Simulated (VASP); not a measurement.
# In (P6_3/mmc) in VASP: further runs, part 3 of 6

VASP 6.6.1. The steps go on from the part before.

### Step 30. Equation of state, PBE, 25.74 Å³/atom

Contents of INCAR:

```
SYSTEM = In
  PREC = Accurate
  ENCUT = 600
  EDIFF = 1E-6
  ISMEAR = 1
  SIGMA = 0.2
  LREAL = .FALSE.
  LASPH = .TRUE.
  NELM = 100
  ALGO = Normal
  ISIF = 2
  LWAVE = .FALSE.
  LCHARG = .FALSE.
  GGA = PE
  ADDGRID = .FALSE.
```

Contents of KPOINTS:

```
regular mesh
0
G
  5 5 3
  0 0 0
```

Contents of POSCAR:

```
In
1.0
    3.3017907129      0.0000000000      0.0000000000
   -1.6508953564      2.8594346354      0.0000000000
    0.0000000000      0.0000000000      5.4534912068
In
2
Direct
    0.6666666667      0.3333333333      0.7500000000
    0.3333333333      0.6666666667      0.2500000000
```

Potentials or basis: VASP PAW PBE potentials, release 64 (In_d).

Command:

```console
cat potpaw_PBE.64/In_d/POTCAR > POTCAR
mpirun -np 1 vasp_std > vasp.out
```

Wall time 6.6 s (1 thread of Intel Xeon 6975P-C (Granite Rapids), shared host); peak memory 0.17 GiB.

The run converged, but some of its settings lie outside the range that counts as converged, so its numbers aren't taken as properties of the crystal.

Results:

- Free energy: -5.1095 eV
- Pressure: 2.6 GPa
- Band gap on the k mesh: none (metal or under the smearing width)

Caveat: the k mesh is coarse (spacing up to 0.44 Å⁻¹), so the values aren't converged.

### Step 31. Equation of state, PBE, 27.34 Å³/atom

INCAR is that of step 30.

KPOINTS is that of step 30.

Contents of POSCAR:

```
In
1.0
    3.3685115317      0.0000000000      0.0000000000
   -1.6842557658      2.9172165594      0.0000000000
    0.0000000000      0.0000000000      5.5636924371
In
2
Direct
    0.6666666667      0.3333333333      0.7500000000
    0.3333333333      0.6666666667      0.2500000000
```

Command:

```console
cat potpaw_PBE.64/In_d/POTCAR > POTCAR
mpirun -np 1 vasp_std > vasp.out
```

Wall time 10 s (1 thread of Intel Xeon 6975P-C (Granite Rapids), shared host); peak memory 0.18 GiB.

The run converged, but some of its settings lie outside the range that counts as converged, so its numbers aren't taken as properties of the crystal.

Results:

```
Free energy            : -5.1356 eV
Pressure               : 0.1 GPa
Band gap on the k mesh : none (metal or under the smearing width)
```

Caveat: the k mesh is coarse (spacing up to 0.43 Å⁻¹), so the values aren't converged.

### Step 32. Equation of state, PBE, 25.74 Å³/atom

Changes to INCAR since step 31:

```diff
@@ -2,3 +2,3 @@
   PREC = Accurate
-  ENCUT = 600
+  ENCUT = 200
   EDIFF = 1E-6
```

Contents of KPOINTS:

```
regular mesh
0
G
  10 10 5
  0 0 0
```

Contents of POSCAR:

```
In
1.0
    3.3017907129      0.0000000000      0.0000000000
   -1.6508953564      2.8594346354      0.0000000000
    0.0000000000      0.0000000000      5.4534912068
In
2
Direct
    0.6666666667      0.3333333333      0.7500000000
    0.3333333333      0.6666666667      0.2500000000
```

Command:

```console
cat potpaw_PBE.64/In_d/POTCAR > POTCAR
mpirun -np 1 vasp_std > vasp.out
```

Run time: 6.4 s. Hardware: 1 thread of Intel Xeon 6975P-C (Granite Rapids), shared host; peak memory 0.12 GiB.

The run converged, but a check on its numbers failed (symmetry, net force, bounds or a known fault of this set-up), so they aren't taken as properties of the crystal.

Caveat: the cutoff lies under the usual one of these potentials, so the numbers hold a large basis-set error.

### Step 33. Equation of state, PBE, 27.34 Å³/atom

INCAR is that of step 32.

KPOINTS is that of step 32.

Contents of POSCAR:

```
In
1.0
    3.3685115317      0.0000000000      0.0000000000
   -1.6842557658      2.9172165594      0.0000000000
    0.0000000000      0.0000000000      5.5636924371
In
2
Direct
    0.6666666667      0.3333333333      0.7500000000
    0.3333333333      0.6666666667      0.2500000000
```

Potentials or basis: VASP PAW PBE potentials, release 64 (In_d).

Command:

```console
cat potpaw_PBE.64/In_d/POTCAR > POTCAR
mpirun -np 1 vasp_std > vasp.out
```

It took 6.4 s on 1 thread of Intel Xeon 6975P-C (Granite Rapids), shared host; peak memory 0.12 GiB.

The run converged, but a check on its numbers failed (symmetry, net force, bounds or a known fault of this set-up), so they aren't taken as properties of the crystal.

Caveat: the cutoff lies under the usual one of these potentials, so the numbers hold a large basis-set error.

### Step 34. Equation of state, PBE, 25.74 Å³/atom

Changes to INCAR since step 33:

```diff
@@ -2,3 +2,3 @@
   PREC = Accurate
-  ENCUT = 200
+  ENCUT = 350
   EDIFF = 1E-6
```

Contents of KPOINTS:

```
regular mesh
0
G
  8 8 4
  0 0 0
```

Contents of POSCAR:

```
In
1.0
    3.3017907129      0.0000000000      0.0000000000
   -1.6508953564      2.8594346354      0.0000000000
    0.0000000000      0.0000000000      5.4534912068
In
2
Direct
    0.6666666667      0.3333333333      0.7500000000
    0.3333333333      0.6666666667      0.2500000000
```

Command:

```console
cat potpaw_PBE.64/In_d/POTCAR > POTCAR
mpirun -np 1 vasp_std > vasp.out
```

Wall time 6.9 s (1 thread of Intel Xeon 6975P-C (Granite Rapids), shared host); peak memory 0.14 GiB.

The run converged, but some of its settings lie outside the range that counts as converged, so its numbers aren't taken as properties of the crystal.

Results:

```
Free energy            : -4.9855 eV
Pressure               : 2.4 GPa
Band gap on the k mesh : none (metal or under the smearing width)
```

### Step 35. Equation of state, PBE, 27.34 Å³/atom

INCAR is that of step 34.

KPOINTS is that of step 34.

Contents of POSCAR:

```
In
1.0
    3.3685115317      0.0000000000      0.0000000000
   -1.6842557658      2.9172165594      0.0000000000
    0.0000000000      0.0000000000      5.5636924371
In
2
Direct
    0.6666666667      0.3333333333      0.7500000000
    0.3333333333      0.6666666667      0.2500000000
```

Command:

```console
cat potpaw_PBE.64/In_d/POTCAR > POTCAR
mpirun -np 1 vasp_std > vasp.out
```

Wall time 6.2 s (1 thread of Intel Xeon 6975P-C (Granite Rapids), shared host); peak memory 0.15 GiB.

These settings aren't checked as converged: the numbers below hold their error.

Results:

* Free energy: -5.0170 eV
* Pressure: -0.1 GPa
* Band gap on the k mesh: none (metal or under the smearing width)

### Step 36. Equation of state, PBE, 25.74 Å³/atom

Changes to INCAR since step 35:

```diff
@@ -2,3 +2,3 @@
   PREC = Accurate
-  ENCUT = 350
+  ENCUT = 250
   EDIFF = 1E-6
```

Contents of KPOINTS:

```
regular mesh
0
G
  10 10 5
  0 0 0
```

Contents of POSCAR:

```
In
1.0
    3.3017907129      0.0000000000      0.0000000000
   -1.6508953564      2.8594346354      0.0000000000
    0.0000000000      0.0000000000      5.4534912068
In
2
Direct
    0.6666666667      0.3333333333      0.7500000000
    0.3333333333      0.6666666667      0.2500000000
```

Potentials or basis: VASP PAW PBE potentials, release 64 (In_d).

Command:

```console
cat potpaw_PBE.64/In_d/POTCAR > POTCAR
mpirun -np 1 vasp_std > vasp.out
```

It took 5.3 s on 1 thread of Intel Xeon 6975P-C (Granite Rapids), shared host; peak memory 0.13 GiB.

These settings aren't checked as converged: the numbers below hold their error.

What came out:

| Item | Value |
| --- | --- |
| Free energy | -5.0750 eV |
| Band gap on the k mesh | none (metal or under the smearing width) |

Caveat: the cutoff is under 1.25 times the usual one of these potentials, so pressure, stress and relaxed cells hold a basis-set (Pulay) error.

### Step 37. Equation of state, PBE, 27.34 Å³/atom

INCAR is that of step 36.

KPOINTS is that of step 36.

Contents of POSCAR:

```
In
1.0
    3.3685115317      0.0000000000      0.0000000000
   -1.6842557658      2.9172165594      0.0000000000
    0.0000000000      0.0000000000      5.5636924371
In
2
Direct
    0.6666666667      0.3333333333      0.7500000000
    0.3333333333      0.6666666667      0.2500000000
```

Command:

```console
cat potpaw_PBE.64/In_d/POTCAR > POTCAR
mpirun -np 1 vasp_std > vasp.out
```

Wall time 5.8 s (1 thread of Intel Xeon 6975P-C (Granite Rapids), shared host); peak memory 0.13 GiB.

These settings aren't checked as converged: the numbers below hold their error.

Results:

| Item | Value |
| --- | --- |
| Free energy | -5.1060 eV |
| Band gap on the k mesh | none (metal or under the smearing width) |

Caveat: the cutoff is under 1.25 times the usual one of these potentials, so pressure, stress and relaxed cells hold a basis-set (Pulay) error.

### Step 38. Equation of state, PBE, 25.74 Å³/atom

Changes to INCAR since step 37:

```diff
@@ -2,3 +2,3 @@
   PREC = Accurate
-  ENCUT = 250
+  ENCUT = 400
   EDIFF = 1E-6
```

Contents of KPOINTS:

```
regular mesh
0
G
  8 8 4
  0 0 0
```

Contents of POSCAR:

```
In
1.0
    3.3017907129      0.0000000000      0.0000000000
   -1.6508953564      2.8594346354      0.0000000000
    0.0000000000      0.0000000000      5.4534912068
In
2
Direct
    0.6666666667      0.3333333333      0.7500000000
    0.3333333333      0.6666666667      0.2500000000
```

Command:

```console
cat potpaw_PBE.64/In_d/POTCAR > POTCAR
mpirun -np 1 vasp_std > vasp.out
```

Run time: 6.7 s. Hardware: 1 thread of Intel Xeon 6975P-C (Granite Rapids), shared host; peak memory 0.15 GiB.

These settings aren't checked as converged: the numbers below hold their error.

What came out:

```
Free energy            : -4.9877 eV
Pressure               : 2.8 GPa
Band gap on the k mesh : none (metal or under the smearing width)
```

### Step 39. Equation of state, PBE, 27.34 Å³/atom

INCAR is that of step 38.

KPOINTS is that of step 38.

Contents of POSCAR:

```
In
1.0
    3.3685115317      0.0000000000      0.0000000000
   -1.6842557658      2.9172165594      0.0000000000
    0.0000000000      0.0000000000      5.5636924371
In
2
Direct
    0.6666666667      0.3333333333      0.7500000000
    0.3333333333      0.6666666667      0.2500000000
```

Potentials or basis: VASP PAW PBE potentials, release 64 (In_d).

Command:

```console
cat potpaw_PBE.64/In_d/POTCAR > POTCAR
mpirun -np 1 vasp_std > vasp.out
```

Wall time 8.7 s (1 thread of Intel Xeon 6975P-C (Granite Rapids), shared host); peak memory 0.15 GiB.

These settings aren't checked as converged: the numbers below hold their error.

Results:

- Free energy: -5.0195 eV
- Pressure: 0.3 GPa
- Band gap on the k mesh: none (metal or under the smearing width)

### Step 40. Equation of state, PBE, 25.74 Å³/atom

Changes to INCAR since step 39:

```diff
@@ -5,3 +5,3 @@
   ISMEAR = 1
-  SIGMA = 0.2
+  SIGMA = 0.4
   LREAL = .FALSE.
```

KPOINTS is that of step 39.

Contents of POSCAR:

```
In
1.0
    3.3017907129      0.0000000000      0.0000000000
   -1.6508953564      2.8594346354      0.0000000000
    0.0000000000      0.0000000000      5.4534912068
In
2
Direct
    0.6666666667      0.3333333333      0.7500000000
    0.3333333333      0.6666666667      0.2500000000
```

Command:

```console
cat potpaw_PBE.64/In_d/POTCAR > POTCAR
mpirun -np 1 vasp_std > vasp.out
```

Run time: 8.2 s. Hardware: 1 thread of Intel Xeon 6975P-C (Granite Rapids), shared host; peak memory 0.15 GiB.

These settings aren't checked as converged: the numbers below hold their error.

Results:

```yaml
Free_energy: -4.9909 eV
Pressure: 2.9 GPa
Band_gap_on_the_k_mesh: none (metal or under the smearing width)
```

### Step 41. Equation of state, PBE, 27.34 Å³/atom

INCAR is that of step 40.

KPOINTS is that of step 40.

Contents of POSCAR:

```
In
1.0
    3.3685115317      0.0000000000      0.0000000000
   -1.6842557658      2.9172165594      0.0000000000
    0.0000000000      0.0000000000      5.5636924371
In
2
Direct
    0.6666666667      0.3333333333      0.7500000000
    0.3333333333      0.6666666667      0.2500000000
```

Command:

```console
cat potpaw_PBE.64/In_d/POTCAR > POTCAR
mpirun -np 1 vasp_std > vasp.out
```

Wall time 11 s (1 thread of Intel Xeon 6975P-C (Granite Rapids), shared host); peak memory 0.15 GiB.

The run converged, but some of its settings lie outside the range that counts as converged, so its numbers aren't taken as properties of the crystal.

What came out:

```yaml
Free_energy: -5.0248 eV
Pressure: 0.4 GPa
Band_gap_on_the_k_mesh: none (metal or under the smearing width)
```

### Step 42. Equation of state, PBE, 25.74 Å³/atom

Changes to INCAR since step 41:

```diff
@@ -5,3 +5,3 @@
   ISMEAR = 1
-  SIGMA = 0.4
+  SIGMA = 0.1
   LREAL = .FALSE.
```

KPOINTS is that of step 41.

Contents of POSCAR:

```
In
1.0
    3.3017907129      0.0000000000      0.0000000000
   -1.6508953564      2.8594346354      0.0000000000
    0.0000000000      0.0000000000      5.4534912068
In
2
Direct
    0.6666666667      0.3333333333      0.7500000000
    0.3333333333      0.6666666667      0.2500000000
```

Potentials or basis: VASP PAW PBE potentials, release 64 (In_d).

Command:

```console
cat potpaw_PBE.64/In_d/POTCAR > POTCAR
mpirun -np 1 vasp_std > vasp.out
```

Run time: 10 s. Hardware: 1 thread of Intel Xeon 6975P-C (Granite Rapids), shared host; peak memory 0.15 GiB.

The run converged, but some of its settings lie outside the range that counts as converged, so its numbers aren't taken as properties of the crystal.

Results:

- Free energy: -4.9842 eV
- Pressure: 2.8 GPa
- Band gap on the k mesh: none (metal or under the smearing width)

### Step 43. Equation of state, PBE, 27.34 Å³/atom

INCAR is that of step 42.

KPOINTS is that of step 42.

Contents of POSCAR:

```
In
1.0
    3.3685115317      0.0000000000      0.0000000000
   -1.6842557658      2.9172165594      0.0000000000
    0.0000000000      0.0000000000      5.5636924371
In
2
Direct
    0.6666666667      0.3333333333      0.7500000000
    0.3333333333      0.6666666667      0.2500000000
```

Command:

```console
cat potpaw_PBE.64/In_d/POTCAR > POTCAR
mpirun -np 1 vasp_std > vasp.out
```

Run time: 6.9 s. Hardware: 1 thread of Intel Xeon 6975P-C (Granite Rapids), shared host; peak memory 0.15 GiB.

The run converged, but some of its settings lie outside the range that counts as converged, so its numbers aren't taken as properties of the crystal.

What came out:

| Item | Value |
| --- | --- |
| Free energy | -5.0176 eV |
| Pressure | 0.4 GPa |
| Band gap on the k mesh | none (metal or under the smearing width) |

### Step 44. Equation of state, PBE, 25.74 Å³/atom

Changes to INCAR since step 43:

```diff
@@ -5,3 +5,3 @@
   ISMEAR = 1
-  SIGMA = 0.1
+  SIGMA = 0.05
   LREAL = .FALSE.
```

KPOINTS is that of step 43.

Contents of POSCAR:

```
In
1.0
    3.3017907129      0.0000000000      0.0000000000
   -1.6508953564      2.8594346354      0.0000000000
    0.0000000000      0.0000000000      5.4534912068
In
2
Direct
    0.6666666667      0.3333333333      0.7500000000
    0.3333333333      0.6666666667      0.2500000000
```

Command:

```console
cat potpaw_PBE.64/In_d/POTCAR > POTCAR
mpirun -np 1 vasp_std > vasp.out
```

Wall time 6.3 s (1 thread of Intel Xeon 6975P-C (Granite Rapids), shared host); peak memory 0.15 GiB.

These settings aren't checked as converged: the numbers below hold their error.

Results:

```
Free energy            : -4.9818 eV
Pressure               : 2.9 GPa
Band gap on the k mesh : none (metal or under the smearing width)
```

### Step 45. Equation of state, PBE, 27.34 Å³/atom

INCAR is that of step 44.

KPOINTS is that of step 44.

Contents of POSCAR:

```
In
1.0
    3.3685115317      0.0000000000      0.0000000000
   -1.6842557658      2.9172165594      0.0000000000
    0.0000000000      0.0000000000      5.5636924371
In
2
Direct
    0.6666666667      0.3333333333      0.7500000000
    0.3333333333      0.6666666667      0.2500000000
```

Potentials or basis: VASP PAW PBE potentials, release 64 (In_d).

Command:

```console
cat potpaw_PBE.64/In_d/POTCAR > POTCAR
mpirun -np 1 vasp_std > vasp.out
```

It took 6.4 s on 1 thread of Intel Xeon 6975P-C (Granite Rapids), shared host; peak memory 0.16 GiB.

The run converged, but some of its settings lie outside the range that counts as converged, so its numbers aren't taken as properties of the crystal.

What came out:

```yaml
Free_energy: -5.0161 eV
Pressure: 0.5 GPa
Band_gap_on_the_k_mesh: none (metal or under the smearing width)
```

### Step 46. Equation of state, PBE, 25.74 Å³/atom

Changes to INCAR since step 45:

```diff
@@ -5,3 +5,3 @@
   ISMEAR = 1
-  SIGMA = 0.05
+  SIGMA = 0.02
   LREAL = .FALSE.
```

KPOINTS is that of step 45.

Contents of POSCAR:

```
In
1.0
    3.3017907129      0.0000000000      0.0000000000
   -1.6508953564      2.8594346354      0.0000000000
    0.0000000000      0.0000000000      5.4534912068
In
2
Direct
    0.6666666667      0.3333333333      0.7500000000
    0.3333333333      0.6666666667      0.2500000000
```

Command:

```console
cat potpaw_PBE.64/In_d/POTCAR > POTCAR
mpirun -np 1 vasp_std > vasp.out
```

It took 6.4 s on 1 thread of Intel Xeon 6975P-C (Granite Rapids), shared host; peak memory 0.15 GiB.

These settings aren't checked as converged: the numbers below hold their error.

Results:

```yaml
Free_energy: -4.9805 eV
Pressure: 2.9 GPa
Band_gap_on_the_k_mesh: none (metal or under the smearing width)
```

### Step 47. Equation of state, PBE, 27.34 Å³/atom

INCAR is that of step 46.

KPOINTS is that of step 46.

Contents of POSCAR:

```
In
1.0
    3.3685115317      0.0000000000      0.0000000000
   -1.6842557658      2.9172165594      0.0000000000
    0.0000000000      0.0000000000      5.5636924371
In
2
Direct
    0.6666666667      0.3333333333      0.7500000000
    0.3333333333      0.6666666667      0.2500000000
```

Command:

```console
cat potpaw_PBE.64/In_d/POTCAR > POTCAR
mpirun -np 1 vasp_std > vasp.out
```

Run time: 6.4 s. Hardware: 1 thread of Intel Xeon 6975P-C (Granite Rapids), shared host; peak memory 0.15 GiB.

These settings aren't checked as converged: the numbers below hold their error.

What came out:

```
Free energy            : -5.0157 eV
Pressure               : 0.5 GPa
Band gap on the k mesh : none (metal or under the smearing width)
```

### Step 48. Equation of state, PBE, 25.74 Å³/atom

Changes to INCAR since step 47:

```diff
@@ -1,3 +1,3 @@
 SYSTEM = In
-  PREC = Accurate
+  PREC = Low
   ENCUT = 400
@@ -5,3 +5,3 @@
   ISMEAR = 1
-  SIGMA = 0.02
+  SIGMA = 0.2
   LREAL = .FALSE.
```

KPOINTS is that of step 47.

Contents of POSCAR:

```
In
1.0
    3.3017907129      0.0000000000      0.0000000000
   -1.6508953564      2.8594346354      0.0000000000
    0.0000000000      0.0000000000      5.4534912068
In
2
Direct
    0.6666666667      0.3333333333      0.7500000000
    0.3333333333      0.6666666667      0.2500000000
```

Potentials or basis: VASP PAW PBE potentials, release 64 (In_d).

Command:

```console
cat potpaw_PBE.64/In_d/POTCAR > POTCAR
mpirun -np 1 vasp_std > vasp.out
```

It took 3.8 s on 1 thread of Intel Xeon 6975P-C (Granite Rapids), shared host; peak memory 0.12 GiB.

These settings aren't checked as converged: the numbers below hold their error.

What came out:

```
Free energy            : -4.9880 eV
Pressure               : 3.0 GPa
Band gap on the k mesh : none (metal or under the smearing width)
```

### Step 49. Equation of state, PBE, 27.34 Å³/atom

INCAR is that of step 48.

KPOINTS is that of step 48.

Contents of POSCAR:

```
In
1.0
    3.3685115317      0.0000000000      0.0000000000
   -1.6842557658      2.9172165594      0.0000000000
    0.0000000000      0.0000000000      5.5636924371
In
2
Direct
    0.6666666667      0.3333333333      0.7500000000
    0.3333333333      0.6666666667      0.2500000000
```

Command:

```console
cat potpaw_PBE.64/In_d/POTCAR > POTCAR
mpirun -np 1 vasp_std > vasp.out
```

Wall time 3.8 s (1 thread of Intel Xeon 6975P-C (Granite Rapids), shared host); peak memory 0.12 GiB.

These settings aren't checked as converged: the numbers below hold their error.

Results:

```
Free energy            : -5.0252 eV
Pressure               : 0.7 GPa
Band gap on the k mesh : none (metal or under the smearing width)
```

### Step 50. Equation of state, PBE, 25.74 Å³/atom

Changes to INCAR since step 49:

```diff
@@ -1,3 +1,3 @@
 SYSTEM = In
-  PREC = Low
+  PREC = Normal
   ENCUT = 400
```

KPOINTS is that of step 49.

Contents of POSCAR:

```
In
1.0
    3.3017907129      0.0000000000      0.0000000000
   -1.6508953564      2.8594346354      0.0000000000
    0.0000000000      0.0000000000      5.4534912068
In
2
Direct
    0.6666666667      0.3333333333      0.7500000000
    0.3333333333      0.6666666667      0.2500000000
```

Command:

```console
cat potpaw_PBE.64/In_d/POTCAR > POTCAR
mpirun -np 1 vasp_std > vasp.out
```

Run time: 4 s. Hardware: 1 thread of Intel Xeon 6975P-C (Granite Rapids), shared host; peak memory 0.13 GiB.

The run converged, but some of its settings lie outside the range that counts as converged, so its numbers aren't taken as properties of the crystal.

What came out:

| Quantity | Value |
| --- | --- |
| Free energy | -4.9879 eV |
| Pressure | 2.8 GPa |
| Band gap on the k mesh | none (metal or under the smearing width) |

### Step 51. Equation of state, PBE, 27.34 Å³/atom

INCAR is that of step 50.

KPOINTS is that of step 50.

Contents of POSCAR:

```
In
1.0
    3.3685115317      0.0000000000      0.0000000000
   -1.6842557658      2.9172165594      0.0000000000
    0.0000000000      0.0000000000      5.5636924371
In
2
Direct
    0.6666666667      0.3333333333      0.7500000000
    0.3333333333      0.6666666667      0.2500000000
```

Potentials or basis: VASP PAW PBE potentials, release 64 (In_d).

Command:

```console
cat potpaw_PBE.64/In_d/POTCAR > POTCAR
mpirun -np 1 vasp_std > vasp.out
```

Wall time 4 s (1 thread of Intel Xeon 6975P-C (Granite Rapids), shared host); peak memory 0.13 GiB.

The run converged, but some of its settings lie outside the range that counts as converged, so its numbers aren't taken as properties of the crystal.

What came out:

```yaml
Free_energy: -5.0198 eV
Pressure: 0.3 GPa
Band_gap_on_the_k_mesh: none (metal or under the smearing width)
```

(Continued in part 4 of 6.)
